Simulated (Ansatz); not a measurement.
# Cd4Te3: the cost of one run

Computed with Ansatz 0.2.0 (DFT PBEsol, scalar-relativistic, plane waves, PAW, unless a step's input says otherwise).

The COD entry's cell or inner coordinates are ideal or old and differ from later refinements, so a difference from it is no clean test against experiment.

2 further runs of the same task are left out: 2 set aside as unsound or not needed.

**1. The structure to begin with**

Symmetry: F-43m, No. 216, cubic system. Conventional cell: a = 6.489 Å, b = 6.489 Å, c = 6.489 Å, α = 90.00°, β = 90.00°, γ = 90.00°. Cd (site symmetry -43m) is surrounded by 4 Te at 2.81 Å. Te (site symmetry -43m) is surrounded by 4 Cd at 2.81 Å.

Structure file:

```cif
data_structure
_symmetry_space_group_name_H-M 'P 1'
_symmetry_Int_Tables_number 1
_cell_length_a 4.5887
_cell_length_b 4.5887
_cell_length_c 4.5887
_cell_angle_alpha 60.000
_cell_angle_beta 60.000
_cell_angle_gamma 60.000
_cell_volume 68.32
loop_
_atom_site_label
_atom_site_type_symbol
_atom_site_fract_x
_atom_site_fract_y
_atom_site_fract_z
_atom_site_occupancy
Cd1 Cd 0.00000 0.00000 0.00000 1
Te1 Te 0.75000 0.75000 0.75000 1
```

This cell was relaxed beforehand with the same method: volume 34.16 Å³/atom, gap on the mesh 0.65 eV.

The bulk reference comes from a run made before at the same settings: -7543.1716 eV/atom.

**2. The (100) slab**

Planes are indexed in the bulk's conventional cell (F-43m (No. 216)), a = 6.489 Å, b = 6.489 Å, c = 6.489 Å, α = 90.00°, β = 90.00°, γ = 90.00°.

The slab is a (100) slab, 9.7 Å thick as cut, with 15 Å of vacuum; its outer planes are Cd (top) and Cd (bottom).

The slab as cut. Layers, bottom to top:

```tsv
plane	atoms per cell	height over the lowest (Å)
1	Cd	0.00
2	Te	1.62
3	Cd	3.24
4	Te	4.87
5	Cd	6.49
6	Te	8.11
7	Cd	9.73
```

**3. Single point on the unrelaxed (100) slab**

The cell repeats along c, and a dipole correction in the vacuum removes the field between the copies.

The input, input.yaml:

```yaml
crystal:
  lattice:
    - [4.5886584767, 0.0, 0.0]
    - [0.0, 4.5886584767, 0.0]
    - [0.0, 0.0, 24.7340145762]
  atoms:
    - { symbol: Cd, position: [0.5, 0.5, 0.3032261494] }
    - { symbol: Te, position: [0.5, 0.0, 0.368817433] }
    - { symbol: Cd, position: [0.0, 0.0, 0.4344087165] }
    - { symbol: Te, position: [0.0, 0.5, 0.5] }
    - { symbol: Cd, position: [0.5, 0.5, 0.5655912835] }
    - { symbol: Te, position: [0.5, 0.0, 0.631182567] }
    - { symbol: Cd, position: [0.0, 0.0, 0.6967738506] }
basis:
  ecutwfc: 420
kpoints:
  mp_grid: { grid: [6, 6, 1] }
hamiltonian:
  xc: pbesol
scf:
  occupations: { method: gaussian, width: 0.05 }
output:
  forces: true
  stress: true
  eigenvalues: true
  write_density: true
  write_potential: true
  elf: true
  volumetric_format: npy
efield:
  axis: 3
  dipole_correction: true
  ramp_width: 0.04
```

Run with:

```console
> ansatz run input.yaml --threads 1 --pin off --max-ram 2560MiB --backend cpu --events-out ev --progress --plain --runs-dir out
```

Q: Estimate wall time and peak memory on 1 thread of Arm Neoverse V2, shared host.

About 81 s, with a peak of 0.84 GiB.
